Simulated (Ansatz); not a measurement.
Runs of Ansatz 0.2.0 on MnO2. The structure is trigonal, space group P-3m1 (No. 164). Conventional cell: a = 2.857 Å, b = 2.857 Å, c = 4.601 Å, α = 90.00°, β = 90.00°, γ = 120.00°. Mn (site symmetry -3m) is surrounded by 6 O at 1.90 Å. Around O (site symmetry 3m) lie 3 Mn at 1.90 Å. Measurements of this composition are mostly on another form, of space group No. 136.

```csv
task,level,k mesh,cutoff (eV),points for each segment of the path,mesh quality,gap on the mesh (eV),pressure (GPa),moment (μB),V0 of scaled cells (Å³/atom),B0 (GPa),largest force (eV/Å)
band structure,LDA,11 × 11 × 6,420,14,not flagged,(a),-8.9,3.00,-,-,0.55
equation of state,r2SCAN,11 × 11 × 6,500,-,not flagged,-,-,-,10.80,207,-
band structure,PBE0,6 × 6 × 4,420,4,coarse,4.29,-3.1,3.00,-,-,0.45
band structure,PBEsol,11 × 11 × 6,420,14,not flagged,0.73,(b),3.00,-,-,0.16
equation of state,LDA,11 × 11 × 6,420,-,not flagged,-,-,-,10.38,225,-
```

Alike in all rows: potentials or basis Ansatz PAW; spin collinear, ferromagnetic start; cell as given; smearing fermi-dirac 0.05 eV.

**Question.** Fill in the values left out.

**Answer.** (a) 0.44; (b) -2.2.

Caveats: some runs use coarse meshes; a cell with one magnetic atom can't hold antiferromagnetic order, which such compounds often take (some runs); the PAW data sets come from PBE, with cores solved anew for the run's functional, which leaves a small shift of forces and pressure (some runs); the magnetic or orbital state may not be the lowest (some runs); the cell was scaled at fixed shape and fractional positions, which overstates the stiffness of a crystal with free parameters, most of all of layers and chains (some runs); the PAW data sets were made with another functional, which shifts forces and pressure a little (some runs); the thresholds are loose for stress (some runs).

A k mesh can miss the band edges.

Runs at the PBE level aren't shown here.
